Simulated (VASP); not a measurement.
**Os: equation of state with PBE**

Crystal: Os.

```
Os
1.0
     2.73410    0.00000    0.00000
    -1.36705    2.36780    0.00000
     0.00000    0.00000    4.31970
Os
2
Direct
  0.66667 0.33333 0.75000
  0.33333 0.66667 0.25000
```

- Program: VASP 6.6.1
- Task: equation of state
- Functional: PBE
- Potentials or basis: VASP PAW PBE potentials, release 64 (Os)
- Cutoff: 520 eV
- k mesh: 11 × 11 × 6
- Occupations: fermi-dirac, width 0.05 eV
- Spin: no spin polarisation
- Further INCAR settings: ALGO = Normal; EDIFF = 1e-07; NBANDS = 15

| Item | Value |
| --- | --- |
| Equilibrium volume | 14.28 Å³/atom |
| Bulk modulus at fixed shape and positions | 405 GPa |
| Pressure derivative of the bulk modulus | 4.9 |

Energy against volume, from the lowest point:
```csv
volume (Å³/atom),energy (meV/atom)
13.143,134.52
13.423,73.36
13.703,31.95
13.982,8.14
14.262,0.00
14.542,5.81
14.821,24.03
```

All runs of the series together: 110 s on 1 thread of AMD EPYC 9R45 (Zen 5), with other jobs on the host.

Caveat: the cell was scaled at fixed shape and fractional positions, which overstates the stiffness of a crystal with free parameters, most of all of layers and chains. The run has no spin-orbit coupling, so splittings on Os are missing.
